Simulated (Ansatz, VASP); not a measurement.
# Cross-check of Ga27PN26 (P_N) between VASP and Ansatz

Aim: how closely do two programs agree when they are given the same cell, functional and k mesh? The cell is taken from a series of runs on this material, whose earlier steps may have relaxed, scaled, displaced or heated it; both programs get it as it stands.

Main program and level: Ansatz 0.2.0; plane waves, with VASP 6.6.1 beside it; single point at r2SCAN.

### Step 1. Starting point

The cell holds 54 atoms: 27 Ga, 26 N and 1 P. Cell: a = 9.542 Å, b = 9.542 Å, c = 9.542 Å, α = 60.0°, β = 60.0°, γ = 60.0°. It derives from GaN (GaN (F-43m)). Nearest the centre at fractional (0.417, 0.417, 0.417): P54 at 0.01 Å, Ga14 at 2.19 Å, Ga17 at 2.20 Å, Ga15 at 2.21 Å, Ga23 at 2.21 Å, N33 at 3.21 Å, N42 at 3.22 Å, N35 at 3.22 Å. The cell carries charge +1.

Structure file:

```xyz
54
Lattice="0.0000 6.7473 6.7473 6.7473 0.0000 6.7473 6.7473 6.7473 0.0000" Properties=species:S:1:pos:R:3 pbc="T T T"
Ga   13.4874    6.7501    6.7451
Ga    2.2459    2.2564    0.0112
Ga   11.2439    4.5065    6.7489
Ga    2.2471    0.0176    2.2502
Ga    4.4904    2.2582    2.2534
Ga    6.7394    4.5008    2.2408
Ga    4.4980    0.0052    4.5023
Ga    6.7423    2.2467    4.4967
Ga    9.0087   11.2512   11.2495
Ga    0.0078    2.2575    2.2503
Ga    2.2482    4.5009    2.2535
Ga   11.2381    6.7498    8.9883
Ga    2.2492    2.2588    4.4948
Ga    4.3543    4.3648    4.3580
Ga    6.8994    6.9112    4.3635
Ga   11.2404    8.9935    6.7451
Ga    6.9029    4.3692    6.8955
Ga    9.0070    6.7560    6.7531
Ga    6.7429    4.5078   11.2495
Ga    8.9832    6.7525   11.2437
Ga   11.2410    9.0194   11.2491
Ga    8.9834   11.2497    6.7447
Ga    4.3588    6.9138    6.8943
Ga    6.7462    9.0171    6.7530
Ga   11.2453   11.2549    9.0106
Ga    6.7468    6.7570    9.0091
Ga    8.9943    9.0044    8.9985
N     1.1195    1.1291    1.1268
N     3.3674    3.3773    1.1268
N     5.6189    5.6292    1.1277
N     3.3675    1.1292    3.3737
N     5.6262    3.3442    3.3399
N     7.8955    5.6189    3.3494
N     5.6199    1.1325    5.6238
N     7.9017    3.3477    5.6144
N    10.1175    5.6304    5.6258
N     1.1199    3.3772    3.3737
N     3.3343    5.6364    3.3399
N     5.6087    7.9065    3.3486
N     3.3347    3.3446    5.6315
N     7.9032    7.9134    5.6362
N     5.6112    3.3520    7.9016
N     7.9050    5.6393    7.9091
N    10.1198    7.8824    7.8762
N     1.1227    5.6299    5.6238
N     3.3379    7.9120    5.6141
N     5.6204   10.1277    5.6257
N     3.3430    5.6210    7.9009
N     5.6295    7.9147    7.9087
N     7.8721   10.1303    7.8763
N     5.6215    5.6311   10.1217
N     7.8716    7.8819   10.1220
N    10.1191   10.1298   10.1204
P     5.6125    5.6212    5.6239
```

### Step 2. Ansatz: single point, r2SCAN

Ansatz runs on its PAW soft_1 files.

With cell and atoms fixed, the geometry can't cause a difference; cores, projectors, grids and the points listed under the comparison can.

Input file input.yaml:

```yaml
crystal:
  checkpoint: "../qp1_M1.relax.run"
  host: checkpoint
total_charge: 1
basis:
  ecutwfc: 500
  xc_grid: 2
hamiltonian:
  xc: r2scan
  pseudopotentials: { kind: paw, azcp: { folder: soft_1 } }
kpoints:
  mp_grid: { grid: [2, 2, 2], shift: [0.5, 0.5, 0.5] }
magnetization:
  spin_polarized: true
  initial_magnetization: 1
  spin_locking: { lock_magnetization: hard }
scf:
  occupations: { method: fixed }
  max_iter: 100
output:
  forces: true
  eigenvalues: true
  charged_corrections:
    epsilon: 6.0
    static_epsilon: 10.56
    defect_position: [0.416667, 0.416667, 0.416667]
  eigenstates: { localisation: true }
  populations: true
  efg: {}
checkpoint:
  read: "../qp1_M1.relax.run"
  write: "../qp1_M1.point.run"
  compress: false
  write_wavefunctions: false
  write_every: 100000
```

The run is started by

```console
$ ansatz run input.yaml --threads 4 --pin off --max-ram 7536MiB --backend cpu --events-out ev --progress --plain --runs-dir out
```

Numbers of over 12 decimals in the logs are rounded to 6 here.

Output:

```text
Warning: This run holds its total moment fixed (magnetization.spin_locking.lock_magnetization: hard) and mixes its density by anderson or broyden (scf.mixing.algorithm, typed or taken by auto). Slabs with a fixed moment have converged under broyden above another state at the same moment, at the default mixing steps and at smaller ones, and under scf.lower_state_search: standard, light or off a state that such a mixer [...]
crystal.checkpoint: the structure is that of <dir>, a `relax` run, at its step 6: its result, under r2scan at a charge of 1 e; 54 atoms read, 0 with a starting moment; crystal.structure_sha256 for this input is
Engine: ansatz 0.2.0, aarch64-unknown-linux-gnu
Pseudopotentials: kind: paw
Pseudopotential: Ga, paw, valence charge 13, recommended cutoff 500 eV (meta_gga), soft_1/Ga.paw.azcp
Pseudopotential: N, paw, valence charge 5, recommended cutoff 500 eV (meta_gga), soft_1/N.paw.azcp
Pseudopotential: P, paw, valence charge 5, recommended cutoff 500 eV (meta_gga), soft_1/P.paw.azcp
Functional definition: r2SCAN
  parameter k0 = 0.174
  parameter k1 = 0.065
  parameter a1 = 4.9479
  exchange = r2scan_x(k0 = k0, k1 = k1, a1 = a1)
  correlation = r2scan_c
Crystal: 54 atoms, lattice volume = 614.353 Å³
Basis set: ecut = 500 eV, 15593 PW (Γ), exchange–correlation on 144×144×144 points (8 copies of the dense FFT grid, shifted against one another)
Bands: 297, of which v1, the nominal top of the filled ones, is band 243 counted from 1 (242 counted from 0)
Symmetry: 1 space group operations
Space group: P1 (ITA 1), of the structure as read, at distance tolerance 8.5e-5 Å
Magnetic group: BNS 1.1 (UNI 1), of the structure as read, at distance tolerance 8.5e-5 Å
k-points: 4 of 8 (time reversal used)
Non-local potential: Ga, projectors of the file, l = 0: 2, l = 1: 2, l = 2: 3, l = 3: 1
Non-local potential: N, projectors of the file, l = 0: 2, l = 1: 2, l = 2: 1
Non-local potential: P, projectors of the file, l = 0: 2, l = 1: 2, l = 2: 1
PAW form: soft (Blöchl's): semilocal exchange-correlation on the pseudo side does not see the compensation charge
PAW frozen core: Ga, regenerated for the run's functional (the file was generated under x = pbe(κ = 0.804, μ = 0.219515), c = pbe(β = 0.066725))
PAW frozen core: N, regenerated for the run's functional (the file was generated under x = pbe(κ = 0.804, μ = 0.219515), c = pbe(β = 0.066725))
PAW frozen core: P, regenerated for the run's functional (the file was generated under x = pbe(κ = 0.804, μ = 0.219515), c = pbe(β = 0.066725))
PAW one-centre angular grid: Ga, 590 points (default); XC on 160 Gauss nodes
PAW one-centre angular grid: N, 302 points (default); XC on 160 Gauss nodes
PAW one-centre angular grid: P, 302 points (default); XC on 160 Gauss nodes
Initial density: read from a saved state, or passed on in memory by an earlier SCF of this step, an earlier step, the calling program or the single point that the run made first
Stability of the state it starts from, as read at its close in the collinear treatment: not read, because the mixer in use, unlike msr1, does not test its closes by its own steps (another_mixer); its run was given moments
Starting moments: Σ|m| = 1 μB on 54 of 54 sites; this step starts from the density that it was given
Initial wavefunctions: those read from a saved state, or passed on in memory by an earlier step or the calling program
Functional: x = r2scan, c = r2scan; τ floored in thin density (d = 2e-4 eV/Å³)
SCF iter   1: F=—  HF=-113143.661987 eV  |F-HF|=—  |Δ(HF+E_count)|=         —  Δρ=4.87e-7 (↑3.54e-7 ↓4.87e-7)  dr2=4.55e-9  dr2_τ=1.32e-11  dr2_m=4.95e-11  M=1.000 μB ∫|m|=1.174 μB  β_m=1.20  ethr=2.97e-12  ⟨swp⟩=3.5  Hψ=5860  notcnv=0
preconditioner: auto → Resta (q_TF=auto, 2.623 Å⁻¹)  ε∞=4.6  [insulator: Δε(μ)=0.056 eV  Ē_g=17.428 eV  n_scr=168 (ndim 8)  ℏωp=33.0 eV  f_vac=0.001  ε∞_Penn≈4.6]
spin=Collinear: Resta preconditioning applied to the charge; magnetization (m = ρ↑ − ρ↓) channel mixes plain (no charge-response kernel on spin).
SCF iter   2: F=-113143.661987 eV  HF=-113143.661987 eV  |F-HF|=6.69e-10  |Δ(HF+E_count)|=   1.25e-9  Δρ=3.40e-7 (↑3.04e-7 ↓3.40e-7)  dr2=2.57e-9  dr2_τ=7.58e-12  dr2_m=5.19e-12  M=1.000 μB ∫|m|=1.174 μB  ethr=1.00e-12  ⟨swp⟩=2.0  Hψ=4318  notcnv=0
SCF 1 converged in 2 iterations: F = -113143.661987 eV  dr2 = 2.57e-9
[...]
k-point 2 ↑: bands = [... 239 lower, 9.0761, 9.1723, 9.4863, 9.5167, 13.4281, 13.6769, 14.0456, 14.4842, ... 50 higher]
  k-point 3 ↓: bands = [... 239 lower, 9.1493, 9.2394, 9.5564, 9.7929, 13.4570, 13.6948, 14.0690, 14.5055, ... 50 higher]
--- Löwdin populations: 54 sites ---
  site symbol       q [e]    m [muB]
     0     Ga     12.1478    -0.0007
     1      N      5.7945     0.0118
     2     Ga     12.1605    -0.0030
     3      N      5.7946     0.0128
     4     Ga     12.1484    -0.0008
     5      N      5.7966     0.0027
     6     Ga     12.1614    -0.0047
     7      N      5.7941     0.0142
     8     Ga     12.1604    -0.0019
     9      N      5.7925     0.0229
    10     Ga     12.1389    -0.0046
    11      N      5.7736     0.0939
    12     Ga     12.1482    -0.0008
    13      N      5.7965     0.0030
    14     Ga     12.1386    -0.0034
    15      N      5.7825     0.0608
    16     Ga     12.1390    -0.0059
    17      N      5.7966     0.0028
    18     Ga     12.1613    -0.0045
    19      N      5.7942     0.0140
    20     Ga     12.1604    -0.0019
    21      N      5.7927     0.0220
    22     Ga     12.1388    -0.0044
    23      N      5.7747     0.0900
[...]
46     Ga     12.1386    -0.0031
    47      N      5.7940     0.0134
    48     Ga     12.1391    -0.0065
    49      N      5.7966     0.0027
    50     Ga     12.1384    -0.0025
    51      N      5.7944     0.0120
    52     Ga     12.1484    -0.0018
    53      N      5.7945     0.0115
  spilling = 0.001672 (of n_electrons = 485.000000)
```

### Step 3. VASP: single point, r2SCAN

The same cell, functional and mesh now go to VASP, with its own data sets.

Lines of VASP's logs that name or quote its potential files are left out, and so is its time.

Input file INCAR:

```
SYSTEM = Ga27PN26
PREC = Accurate
ENCUT = 580
EDIFF = 1E-06
NELM = 200
ISMEAR = 0
SIGMA = 0.01
LREAL = Auto
ALGO = Normal
METAGGA = R2SCAN
LASPH = .TRUE.
NELECT = 485
NBANDS = 281
ISPIN = 2
MAGMOM = 0 0 0 0 0 0 0 0 -0 0 0 0 0 0 0.01 0 0.01 0 0 0 -0 0 0.01 0 -0 0 0 0.01 0.01 0 0.01 0.02 0.07 0 0.05 0 0.01 0.02 0.07 0.02 0.03 0.07 0.02 0.01 0 0.05 0 0.07 0.02 0.01 0 0.01 0.01 0.15
LORBIT = 11
LWAVE = .FALSE.
LCHARG = .FALSE.
ISIF = 2
ISYM = 0
NUPDOWN = 1
GGA_COMPAT = .FALSE.
LMIXTAU = .TRUE.
```

Input file POSCAR:

```
Ga27PN26
1.0
    0.0000000000      6.7472908298      6.7472908298
    6.7472908298      0.0000000000      6.7472908298
    6.7472908298      6.7472908298      0.0000000000
Ga N P
27 26 1
Direct
    0.0005733464      0.9990955682      0.9998416070
    0.0016111167      0.0000452526      0.3328112917
    0.0008517929      0.9993855325      0.6670510485
    0.0015341317      0.3319590425      0.0010762887
    0.0015675192      0.3323995693      0.3331151994
    0.0001663354      0.3319394167      0.6668908258
    0.0007055704      0.6665768833      0.0000638825
    0.0000805145      0.6663632322      0.3328931232
    0.9998106939      0.6674578405      0.6676998429
    0.3334694526      0.0000444561      0.0011046959
    0.3339239776      0.0000584947      0.3331461618
    0.3334708373      0.9986672823      0.6669016463
    0.3337952594      0.3323700187      0.0009778042
    0.3237255155      0.3221707459      0.3231670672
    0.3242307426      0.3224792694      0.7000661561
    0.3333352218      0.6663355647      0.9995729998
    0.3232291618      0.6987387435      0.3243169819
    0.3336261014      0.6672420522      0.6676638782
    0.6680003792      0.9992617670      0.0000929174
    0.6678997656      0.9985068905      0.3328759905
    0.6689662868      0.9982295058      0.6677797883
    0.6677529670      0.3318611804      0.9995448571
    0.7002256297      0.3215638339      0.3244481994
    0.6687050167      0.3321390365      0.6676993663
    0.6684301226      0.6670067512      0.9996329826
    0.6683605002      0.6668506894      0.3330829779
    0.6675701179      0.6660793200      0.6669496483
    0.0842123987      0.0827951303      0.0831236368
    0.0842273063      0.0827670240      0.4163129523
    0.0843296008      0.0828054651      0.7499575633
    0.0841370278      0.4158749797      0.0832119967
    0.0783962304      0.4166081798      0.4172429406
    0.0794949677      0.4169046960      0.7532760085
    0.0842129401      0.7492821803      0.0836342303
    0.0785772982      0.7535211570      0.4175765075
    0.0843819906      0.7494046510      0.7500861194
    0.4172823660      0.0827320342      0.0832409849
    0.4180978495      0.0769069151      0.4172623183
    0.4184233404      0.0778697153      0.7533825208
    0.4180458325      0.4165886527      0.0776457270
    0.4184183668      0.4169125346      0.7544017783
    0.4181261651      0.7529521205      0.0786732097
    0.4181957961      0.7539971140      0.4175853502
    0.4178592513      0.7494557478      0.7503749903
    0.7507369422      0.0827471472      0.0836511755
    0.7549795454      0.0770657488      0.4176338745
    0.7508947134      0.0828727359      0.7501140383
    0.7542933983      0.4166758806      0.0787880176
    0.7554131624      0.4167199623      0.4176087301
    0.7510098844      0.4163224942      0.7503795604
    0.7507706662      0.7493433168      0.0838001520
    0.7508418045      0.7493180583      0.4173175496
    0.7507495924      0.7491695281      0.7505628671
    0.4173996381      0.4161105225      0.4156982142
```

Input file KPOINTS:

```
Points of the shifted mesh
8
Reciprocal
 0.2500000000  0.2500000000  0.2500000000 1
 0.2500000000  0.2500000000  0.7500000000 1
 0.2500000000  0.7500000000  0.2500000000 1
 0.2500000000  0.7500000000  0.7500000000 1
 0.7500000000  0.2500000000  0.2500000000 1
 0.7500000000  0.2500000000  0.7500000000 1
 0.7500000000  0.7500000000  0.2500000000 1
 0.7500000000  0.7500000000  0.7500000000 1
```

Potentials, in the order of the species: Ga_d, N and P (PBE family, release 64).

The run is started by

```console
$ export OMP_NUM_THREADS=3
$ mpirun -np 1 vasp_std
```

Output:

```text
[banner, memory and clock lines left out]
running    1 mpi-ranks, on    1 nodes
[...]
Offloading initialized ...    1 GPUs detected
[...]
|                                                                             |
|               ----> ADVICE to this user running VASP <----                  |
|                                                                             |
|     You enforced a specific xc type in the INCAR file but a different       |
|     [... a line on the potential file left out ...]
|     I HOPE YOU KNOW WHAT YOU ARE DOING!                                     |
|                                                                             |

 LDA part: xc-table for (None), standard interpolation
 POSCAR, INCAR and KPOINTS ok, starting setup
[...]
entering main loop
       N       E                     dE             d eps       ncg     rms          rms(c)
DAV:   1     0.965601309034E+04    0.96560E+04   -0.18766E+05  9208   0.354E+03
DAV:   2     0.195933644092E+04   -0.76967E+04   -0.73371E+04  8992   0.103E+03
DAV:   3    -0.329801635797E+03   -0.22891E+04   -0.21589E+04 10560   0.356E+02
DAV:   4    -0.675689163571E+03   -0.34589E+03   -0.33464E+03  9760   0.137E+02
DAV:   5    -0.722279205011E+03   -0.46590E+02   -0.46129E+02 15112   0.491E+01BRMIX: very serious problems
 the old and the new charge density differ
 old charge density:   486.00000 new  485.00000
    0.371E+01
DAV:   6    -0.589238787522E+03    0.13304E+03   -0.14799E+02 13920   0.623E+01    0.124E+01
DAV:   7    -0.593399027829E+03   -0.41602E+01   -0.44959E+01 10224   0.161E+01    0.972E+00
DAV:   8    -0.593727839259E+03   -0.32881E+00   -0.43440E+00 11200   0.201E+01    0.419E+00
DAV:   9    -0.593840584573E+03   -0.11275E+00   -0.13397E+00 10592   0.864E+00    0.180E+00
[...]
DAV:  18    -0.593818765181E+03    0.30962E-04   -0.24356E-05 10912   0.242E-02    0.468E-03
DAV:  19    -0.593818763812E+03    0.13685E-05   -0.59622E-06  8096   0.240E-02    0.188E-03
DAV:  20    -0.593818764589E+03   -0.77685E-06   -0.16641E-06  6152   0.107E-02
   1 F= -.59381876E+03 E0= -.59381871E+03  d E =-.107794E-03  mag=     1.0000
```

OUTCAR, selected parts (step 3):

```text
  FREE ENERGIE OF THE ION-ELECTRON SYSTEM (eV)
  ---------------------------------------------------
  free  energy   TOTEN  =      -593.8187645892 eV

  energy  without entropy=     -593.8186567953  energy(sigma->0) =     -593.81871069

 magnetization (x)
# of ion       s       p       d       tot
------------------------------------------
    1       -0.000  -0.000   0.000  -0.000
    2       -0.002   0.003   0.005   0.005
    3       -0.000   0.000   0.001   0.000
    4       -0.004   0.004   0.008   0.008
    5       -0.001   0.001   0.002   0.003
    6       -0.001  -0.002   0.002  -0.001
    7       -0.000  -0.000   0.001   0.000
    8       -0.001  -0.001   0.001  -0.001
    9       -0.001  -0.002   0.002  -0.002
   10       -0.004   0.004   0.008   0.008
   11       -0.001   0.001   0.002   0.003
   12       -0.001  -0.002   0.002  -0.001
   13       -0.001   0.002   0.003   0.004
[...]
--------------------------------------------------
tot         -0.017   0.715   0.100   0.797

[... 1 further part left out ...]
```

The run ends at a pressure of 2.88 GPa, with forces up to 0.11 eV/Å.

### Step 4. Comparison

Known differences besides the potentials themselves: VASP starts from the moments at which Ansatz ended; VASP keeps PBE cores, Ansatz makes them for the functional; fixed occupations in Ansatz, narrow Gaussian smearing in VASP; the cutoff is 500 eV in Ansatz and 580 eV in VASP (PREC = Accurate, projectors in real space); site moments are counted in spheres of each program's own size. Total energies have different zeros and are not compared.

Both answers:

```tsv
quantity	Ansatz	VASP	difference
total moment, fixed by the input (μB)	1.00	1.00	0.00
moment on P54 (μB)	0.15	0.16	-0.02
moment on N33 (μB)	0.07	0.07	0.00
moment on N39 (μB)	0.07	0.07	0.00
moment on N48 (μB)	0.07	0.07	0.00
moment on N42 (μB)	0.07	0.07	0.00
```

At this near-relaxed geometry the largest component of a force difference is 79 meV/Å. The cell carries a charge of +1 e against a uniform background, so its pressure also hangs on how the neutralising background is counted, and in a defect's cell a gap may be the spacing between its levels.

### Step 5. Outcome

```
r.m.s. force difference (single point, r2SCAN) : 16 meV/Å
```

What this shows: The r.m.s. force difference is 16 meV/Å (single point, r2SCAN), beyond the 12 meV/Å picked in this series as the mark of a large difference. What causes the difference of the single point, r2SCAN pair stays open here. Such differences can come from data sets, numerical settings and the points named under the comparisons, not from the functional's error against experiment.

[Lines on the potential files, build, host, timing and source positions are cut from VASP's logs without a mark.]

[Logs are printed without paths, hosts, clocks, repeated set-up lines and the standing remarks that a program may print on its own settings, such as how far it seeks lower states.]

[Hosts, paths, dates, database ids (printed as entryN), source tags and the programs' standing remarks are cut or masked in the printed files.]
